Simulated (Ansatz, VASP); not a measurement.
Sb in VASP and in Ansatz

Contents of INCAR:

```
PREC     = Accurate       # precision mode
ENCUT    = 520            # plane-wave cutoff, eV
EDIFF    = 1E-7           # SCF threshold, eV
ISMEAR   = -1             # smearing method
SIGMA    = 0.1            # smearing width, eV
LREAL    = False          # projectors in reciprocal space
LASPH    = True           # aspherical terms in the spheres
NELM     = 100            # most SCF steps
ALGO     = Normal         # electronic algorithm
ISIF     = 2              # what is computed and relaxed
LWAVE    = False          # write WAVECAR
LCHARG   = True           # write CHGCAR
GGA      = B5             # functional
ALDAX    = 1.0          
AGGAX    = 1.0          
AGGAC    = 1.0          
ALDAC    = 0.0          
LELF     = True           # ELF
LVHAR    = True         
NBANDS   = 12             # bands
```

File KPOINTS:

```
Automatic mesh
0
Gamma
  12 12 6
```

Contents of POSCAR:

```
Sb
1.0
    3.4685280138      0.0000000000      0.0000000000
   -1.7342640069      3.0038333737      0.0000000000
    0.0000000000      0.0000000000      5.8111850198
Sb
2
Direct
    0.3333333333      0.6666666667      0.2500000000
    0.6666666667      0.3333333333      0.7500000000
```

Input for Ansatz:

```yaml
crystal:
  lattice:
    - [3.4685280138, 0.0, 0.0]
    - [-1.7342640069, 3.0038333737, 0.0]
    - [0.0, 0.0, 5.8111850198]
  atoms:
    - { symbol: Sb, position: [0.3333333333, 0.6666666667, 0.25] }
    - { symbol: Sb, position: [0.6666666667, 0.3333333333, 0.75] }
hamiltonian:
  xc: blyp
  pseudopotentials:
    kind: paw
    azcp:
      Sb: "pseudopotentials/Sb.paw.azcp"
basis:
  ecutwfc: 420
  fft_grid_basis: typed
kpoints:
  mp_grid: { grid: [12, 12, 6], shift: [0, 0, 0] }
magnetization:
  spin_polarized: false
scf:
  occupations: { method: fermi_dirac, width: 0.1 }
  lower_state_search: "off"
output:
  stress: true
```

Alike in both runs: task single point; functional BLYP; k mesh 12 × 12 × 6; occupations fermi-dirac, width 0.1 eV; no spin polarisation.

|  | VASP | Ansatz |
| --- | --- | --- |
| version | VASP 6.6.1 | Ansatz 0.2.0 |
| potentials or method | VASP PAW PBE potentials, release 64 (Sb) | plane waves (420 eV) with PAW, scalar-relativistic |
| plane-wave cutoff (eV) | 520 | 420 |
| valence electrons in the cell | 10 | 30 |

|  | VASP | Ansatz | Ansatz less VASP |
| --- | --- | --- | --- |
| pressure (GPa) | 0.0 | -0.1 | -0.12 |

The two sets of potentials don't hold the same shells in valence.

Caveats: the PAW data sets were made with another functional, which shifts forces and pressure a little (VASP). The runs have no spin-orbit coupling, so splittings on Sb are missing.
